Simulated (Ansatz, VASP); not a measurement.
Ir in VASP and in Ansatz

INCAR

```
SYSTEM = Ir
ALGO = Normal
EDIFF = 1E-6
ENCUT = 520
GGA = PS
ISIF = 2
ISMEAR = 0
LASPH = .True.
LCHARG = .False.
LREAL = .False.
LWAVE = .False.
NBANDS = 16
NELM = 100
PREC = Accurate
SIGMA = 0.1
```

Contents of KPOINTS:

```
k-points
0
Gamma
  18 18 10
  0 0 0
```

The input POSCAR:

```
Ir
1.0
    2.6916454805      0.0000000000      0.0000000000
   -1.3458227403      2.3310333641      0.0000000000
    0.0000000000      0.0000000000      4.6331510841
Ir
2
Direct
    0.6666666700      0.3333333300      0.7500000000
    0.3333333300      0.6666666700      0.2500000000
```

Input for Ansatz:

```yaml
crystal:
  lattice:
    - [2.6916454805, 0.0, 0.0]
    - [-1.3458227403, 2.3310333641, 0.0]
    - [0.0, 0.0, 4.6331510841]
  atoms:
    - { symbol: Ir, position: [0.66666667, 0.33333333, 0.75] }
    - { symbol: Ir, position: [0.33333333, 0.66666667, 0.25] }
basis:
  ecutwfc: 420
kpoints:
  mp_grid: { grid: [18, 18, 10] }
hamiltonian:
  xc: pbesol
scf:
  occupations: { method: gaussian, width: 0.1 }
output:
  forces: true
  stress: true
  eigenvalues: true
```

Alike in both runs: task single point; functional PBEsol; k mesh 18 × 18 × 10; occupations gaussian, width 0.1 eV; no spin polarisation.

|  | VASP | Ansatz |
| --- | --- | --- |
| version | VASP 6.6.1 | Ansatz 0.2.0 |
| potentials or method | VASP PAW PBE potentials, release 64 (Ir) | scalar-relativistic, plane waves, PAW |
| plane-wave cutoff (eV) | 520 | 420 |
| valence electrons in the cell | 18 | 34 |

```csv
,VASP,Ansatz,Ansatz less VASP
gap on the k mesh at the Fermi level (eV),none,none,-
pressure (GPa),-8.4,-9.2,-0.79
largest component of the traceless stress (GPa),13.76,13.72,-0.038
```

A gap of «none» marks a metal or a gap that the smearing closes. The two sets of potentials don't hold the same shells in valence.

Caveats: the PAW data sets were made with another functional, which shifts forces and pressure a little (VASP). Spin-orbit coupling is left out, which matters for the levels of Ir.
